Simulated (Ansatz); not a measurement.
Runs of Ansatz 0.2.0 on CuO. It takes space group P4_2/mmc (No. 131, tetragonal). Conventional cell: a = 3.422 Å, b = 3.422 Å, c = 4.260 Å, α = 90.00°, β = 90.00°, γ = 90.00°. Around Cu (site symmetry mmm) lie 4 O at 2.02 Å. O (site symmetry -4m2) is surrounded by 4 Cu at 2.02 Å and 2 O at 2.13 Å. Measurements of this composition are mostly on another form, of space group No. 15.

```tsv
task	level	cell	k mesh	cutoff (eV)	points for each segment of the path	gap on the mesh (eV)	pressure (GPa)
phonons	PBEsol	as given	7 × 7 × 5	420	-	none	-
density of states	PBEsol	as given	8 × 8 × 6	420	-	none	(a)
relaxation of cell and atoms	r2SCAN+D3(BJ)	relaxed	8 × 8 × 6	500	-	none	0.0
band structure	BLYP	as given	8 × 8 × 6	420	14	none	2.2
band structure	LDA	as given	8 × 8 × 6	420	14	none	-14.0
```

Alike in all rows: potentials or basis Ansatz PAW; no spin polarisation; smearing fermi-dirac 0.05 eV.

Task: Estimate the missing entries.

Result: (a) -9.0.

Caveats: the run has no spin polarisation, though such a crystal can be magnetic; semilocal functionals often make such compounds metallic where correlation or magnetic order opens a gap, which also shifts bond lengths; the PAW data sets come from PBE, with cores solved anew for the run's functional, which leaves a small shift of forces and pressure; the plane-wave basis is chosen anew once the cell has moved, so the energies of steps on either side of that aren't comparable (some runs); pairwise dispersion overbinds metals, which lowers pressure and volume (some runs); the potentials were made for another functional, which shifts forces and pressure (some runs).

A k mesh can miss the band edges.

A gap of «none» marks a metal or a gap under the smearing width.

Not every run made on this cell is shown here.
